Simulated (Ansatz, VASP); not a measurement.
**CdS (Hawleyite): VASP beside Ansatz**

```
Cd S
1.0
     0.00000    2.91650    2.91650
     2.91650    0.00000    2.91650
     2.91650    2.91650    0.00000
Cd S
1 1
Direct
  0.00000 0.00000 0.00000
  0.25000 0.25000 0.25000
```

Alike in both runs: task single point; functional PBE; k mesh 5 × 5 × 5; no spin polarisation.

|  | VASP | Ansatz |
| --- | --- | --- |
| version | VASP 6.6.1 | Ansatz 0.2.0 |
| potentials or method | VASP PAW PBE potentials, release 64 (Cd, S) | plane waves, PAW |
| plane-wave cutoff (eV) | 520 | 450 |
| occupations | gaussian, width 0.01 eV | fixed |
| valence electrons in the cell | 18 | 26 |

VASP gave:

| Property | Result |
| --- | --- |
| gap on the k mesh at the Fermi level (eV) | 1.15 |

Q: What did Ansatz give for the same quantities?

A: gap on the k mesh at the Fermi level (eV): 1.14.

The two sets of potentials don't hold the same shells in valence.

Expect the measured gap to be larger: semilocal functionals such as PBE lack the derivative discontinuity.
